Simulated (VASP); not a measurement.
## Mg: single point with PBE

The system is Mg.

```xyz
1
Lattice="3.0503 0.0000 0.0000 -1.5251 2.6416 0.0000 0.0000 0.0000 3.0448" Properties=species:S:1:pos:R:3 pbc="T T T"
Mg    0.0000    0.0000    0.0000
```

This isn't the form of Mg at room conditions, which is hcp.

| Quantity | Value |
| --- | --- |
| Program | VASP 6.6.1 |
| Task | single point |
| Functional | PBE |
| Potentials or basis | VASP PAW PBE potentials, release 64 (Mg) |
| Cutoff | 520 eV |
| k mesh | 10 × 10 × 9 |
| Occupations | fermi-dirac, width 0.05 eV |
| Spin | no spin polarisation |

| Item | Value |
| --- | --- |
| Pressure | 1.1 GPa |
| Band gap on the k mesh | none (metal or under the smearing width) |

Stress tensor (GPa, compression positive):
```
1.52 0.00 0.00
0.00 1.52 0.00
0.00 0.00 0.34
```

Levels at points of the mesh, in eV from the Fermi level:
```
           k point  band 1  band 2  band 3  band 4  band 5
(0.00, 0.00, 0.00)   -6.60    8.05    8.78   12.61   12.61
(0.50, 0.00, 0.00)   -1.54   -1.12    8.29    8.66   12.94
```

Run time: 2.7 s on 1 thread of Intel(R) Xeon(R) 6975P-C (Granite Rapids), with other jobs on the host, peak memory 0.13 GiB.
